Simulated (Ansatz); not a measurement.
RuO$_{2}$ (rutile)

```xyz
6
Lattice="4.4661 0.0000 0.0000 0.0000 4.4661 0.0000 0.0000 0.0000 3.0919" Properties=species:S:1:pos:R:3 pbc="T T T"
Ru     0.0000     0.0000     0.0000
Ru     2.2331     2.2331     1.5459
O      1.3670     1.3670     0.0000
O      3.6001     0.8661     1.5459
O      0.8661     3.6001     1.5459
O      3.0991     3.0991     0.0000
```

The slice is a (-1 2 0) plane (indices of the conventional cell) through the point (0.306, 0.306, 0.000) (fractional), spanned by u = [001] and v = [210] in vectors of this cell: u (3.09 Å) and v (9.99 Å, at 90° to u). It covers one period; positions are fractions (u, v).

The numbers are results of PBEsol (plane waves to 420 eV, PAW, scalar-relativistic; Ansatz, a program for electronic structure), not measurements. k mesh 11×11×15. Near the nuclei the fields are pseudised (PAW); where an atom keeps semicore shells as valence, they peak there. RuO2 is run without spin polarisation and with no Hubbard U. RuO2 was relaxed with its symmetry unable to fall.

Problem. Predict the map of the valence electron density on the slice.

Solution. 
```tsv
v \ u	0.00	0.11	0.22	0.33	0.44	0.56	0.67	0.78	0.89
0.93	0.1	0.0	-0.4	-0.9	-1.1	-1.1	-0.9	-0.4	0.0
0.86	0.4	0.2	-0.2	-0.4	-0.4	-0.4	-0.4	-0.2	0.2
0.79	0.6	0.3	-0.1	0.1	0.3	0.3	0.1	-0.1	0.3
0.71	-0.5	-0.6	-0.6	-0.5	-0.3	-0.3	-0.5	-0.6	-0.6
0.64	-0.9	-1.0	-1.2	-1.3	-1.3	-1.3	-1.3	-1.2	-1.0
0.57	-1.2	-1.2	-1.2	-1.0	-0.8	-0.8	-1.0	-1.2	-1.2
0.50	-1.1	-0.9	-0.5	0.0	0.4	0.4	0.0	-0.5	-0.9
0.43	-0.8	-0.7	-0.4	0.2	0.7	0.7	0.2	-0.4	-0.7
0.36	-0.9	-1.0	-1.0	-0.8	-0.6	-0.6	-0.8	-1.0	-1.0
0.29	-0.4	-0.6	-0.8	-1.1	-1.2	-1.2	-1.1	-0.8	-0.6
0.21	-0.1	-0.3	-0.5	-0.5	-0.3	-0.3	-0.5	-0.5	-0.3
0.14	-0.7	-0.5	-0.1	0.5	0.8	0.8	0.5	-0.1	-0.5
0.07	0.0	0.0	-0.1	0.2	0.7	0.7	0.2	-0.1	0.0
0.00	0.9	0.7	0.1	-0.4	-0.5	-0.5	-0.4	0.1	0.7
```

Values: log₁₀ of the valence density in e/Å³. The scale is logarithmic, as a density can span decades between atoms and voids.
